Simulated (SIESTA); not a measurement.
Crystal: ZrN.

```
Zr N
1.0
     0.00000    2.30000    2.30000
     2.30000    0.00000    2.30000
     2.30000    2.30000    0.00000
Zr N
1 1
Direct
  0.50000 0.50000 0.50000
  0.00000 0.00000 0.00000
```

Base run:

| Quantity | Value |
| --- | --- |
| Program | SIESTA 5.4.2 |
| Functional | PBE |
| Potentials or basis | PseudoDojo 0.4 standard (PBE files) |
| Basis | TZDP (energy shift 0.003 Ry; two zetas on semicore shells) |
| Grid cutoff | 800 Ry |
| Energy shift | 0.003 Ry |
| k mesh | 10 × 10 × 10 |
| Occupations | fermi-dirac, width 0.05 eV |
| Spin | no spin polarisation |

Its results: band gap on the k mesh none (metal or under the smearing width); pressure 1.6 GPa.

Problem. The run is repeated on the same cell with these changes: basis from TZDP (energy shift 0.003 Ry; two zetas on semicore shells) to SZP (energy shift 0.003 Ry). What comes out?

Solution. Band gap on the k mesh none (metal or under the smearing width); pressure 4.9 GPa.

Caveats: the basis of atomic orbitals isn't converged, which shifts pressures, moduli and gaps.
